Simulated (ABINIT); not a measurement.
Ga in ABINIT: convergence with pawecutdg

Input of the first run (pawecutdg 17 Ha); the others differ in this setting and in those tied to it:

The input run.abi:

```
pp_dirpath "./"
pseudos "Ga.GGA_PBE-JTH.xml"

acell 3.029005654 3.029005654 3.029005654 Angstrom
rprim
    -0.4570472550     0.4570472550     0.7630305455
     0.4570472550    -0.4570472550     0.7630305455
     0.4570472550     0.4570472550    -0.7630305455
ntypat 1
znucl 31
natom 1
typat 1
xred
     0.0000000000     0.0000000000     0.0000000000

ecut 462.593566 eV
pawecutdg 17.0
pawxcdev 0

kptopt 1
ngkpt 13 13 13
nshiftk 1
shiftk 0.0 0.0 0.0

ixc -116133

nband 11
occopt 4
tsmear 0.00367493

nstep 100
tolvrs 1.0e-9

iomode 3
prtwf 0
prtden 0
prteig 0
prtebands 0
```

Potentials or basis: JTH PAW PBE v2.0.

Launch:

```console
$ abinit run.abi > log 2>&1
```

This isn't the form of Ga at room conditions, which is orthorhombic.

Hardware: 1 thread of Arm Neoverse V1, on a shared host.

| pawecutdg | energy less the tightest run (meV/atom) | SCF cycles | CPU time (s) | peak memory (GiB) |
| --- | --- | --- | --- | --- |
| 17 Ha | 0.08 | 8 | 25 | 0.1 |
| 20.4 | 0.08 | 8 | 24 | 0.1 |
| 25.5 | 0.23 | 8 | 24 | 0.11 |
| 30.6 | 0.10 | 8 | 24 | 0.11 |
| 37.4 | 0.10 | 9 | 27 | 0.11 |
| 45.9 | 0.00 | 9 | 27 | 0.11 |
| 56.1 | 0.00 | 9 | 27 | 0.12 |

Against the tightest run, the energy stays within 1 meV/atom from 17 Ha on. The tightest run that finished is the yardstick and may itself not be fully converged.
